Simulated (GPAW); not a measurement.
# Mg in GPAW: the effect of functional

The system is Mg.

```
Mg
1.0
     0.00000    3.48350    3.48350
     3.48350    0.00000    3.48350
     3.48350    3.48350    0.00000
Mg
3
Direct
  0.00000 0.00000 0.00000
  0.25000 0.25000 0.25000
  0.75000 0.75000 0.75000
```

The cell was built by a generator and needn't be a form met in nature.

Alike in all runs:

* Program: GPAW 26.7.0
* Task: relaxation of cell and atoms
* Cutoff: 800 eV
* Basis: pw
* k mesh: 7 × 7 × 7
* Occupations: fermi-dirac, width 0.05 eV
* Spin: no spin polarisation

Each run relaxes the cell or the atoms first.

Task: One run gave: relaxed volume 27.47 Å³/atom. Which functional did it use?
A. BLYP
B. RPBE
C. LDA
D. PBEsol
E. revPBE

Result: D.

```tsv
functional	potentials or basis	relaxed volume (Å³/atom)
LDA	the program's PAW data sets (release 1.2.1) made for this functional	26.46
PBE	GPAW PAW data sets (gpaw-data 1.2.1)	28.18
PBEsol	PAW data sets generated in the run's folder for this functional	27.47
RPBE	the program's PAW data sets (release 1.2.1) made for this functional	29.00
revPBE	the program's PAW data sets (release 1.2.1) made for this functional	28.84
BLYP	PAW data sets generated in the run's folder for this functional	29.37
```

Caveats: later steps reuse the first step's grids; the relaxation stopped at its first step, so nothing moved (some runs).
